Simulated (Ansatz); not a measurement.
**MgTe: the cell at several levels of theory**

One table from this session's results is given with a row withheld; the runs are named, their logs left out.

Program: Ansatz 0.2.0. PAW datasets, plane waves, zero pressure. The values are computed, spin-unpolarised, and not measurements.

## The system as given

Space group F-43m (No. 216), cubic; conventional cell a = 6.464 Å, 33.76 Å³ an atom. Around Mg lie 4 Te at 2.80 Å; around Te lie 4 Mg at 2.80 Å.

Coordinates:

```cif
data_structure
_symmetry_space_group_name_H-M 'F-43m'
_symmetry_Int_Tables_number 216
_cell_length_a 6.4640
_cell_length_b 6.4640
_cell_length_c 6.4640
_cell_angle_alpha 90.000
_cell_angle_beta 90.000
_cell_angle_gamma 90.000
_cell_volume 270.09
loop_
_atom_site_label
_atom_site_type_symbol
_atom_site_symmetry_multiplicity
_atom_site_Wyckoff_symbol
_atom_site_fract_x
_atom_site_fract_y
_atom_site_fract_z
_atom_site_occupancy
Mg1 Mg 4 a 0.00000 0.00000 0.00000 1
Te1 Te 4 c 0.25000 0.25000 0.25000 1
```

Set-up of the first run:

Input file input.yaml:

```yaml
crystal:
  lattice:
    - [0.0, 3.2319988239, 3.2319988239]
    - [3.2319988239, 0.0, 3.2319988239]
    - [3.2319988239, 3.2319988239, 0.0]
  atoms:
    - { symbol: Mg, position: [0.0, 0.0, 0.0] }
    - { symbol: Te, position: [0.75, 0.75, 0.75] }
kpoints:
  mp_grid: { grid: [6, 6, 6] }
hamiltonian:
  xc: pbe
scf:
  occupations: { method: fermi_dirac, width: 0.02 }
relax:
  f_tol: 0.005
  cell: {}
output:
  write_density: true
  write_potential: true
  elf: true
  volumetric_format: npy
```

Command:

```bash
ansatz run input.yaml --threads 2 --pin off --max-ram 2211MiB --backend cpu --events-out ev --progress --plain --runs-dir out
```

Steps of the session up to this table: Relaxation with PBE; r2SCAN: cell and atoms; Relaxing with PBEsol; Relaxing with LDA; Relaxing with HSE06.

One of the session's tables, all rows but one given; the rest of the session is left out.

It belongs to the step «The cells side by side». 

| level | a (Å) | volume (Å³/atom) |
| --- | --- | --- |
| PBE | 6.510 | 34.482 |
| r2SCAN | ? | ? |
| PBEsol | 6.440 | 33.387 |
| LDA | 6.369 | 32.298 |
| HSE06 | 6.471 | 33.873 |

Q: Estimate the row for r2SCAN from the others.

**Answer.** a (Å): 6.466; volume (Å³/atom): 33.796. In the column «a (Å)» it lies between PBEsol (6.440) and HSE06 (6.471).

In words: The first relaxation changed the volume by +2.1 % from the start. The volume runs from LDA (least) to PBE (most), a spread of 6.8 %, or 2.2 % in length if all axes shared it alike. The meshes differ: PBE 6×6×6, r2SCAN 6×6×6, PBEsol 6×6×6, LDA 6×6×6, HSE06 4×4×4.
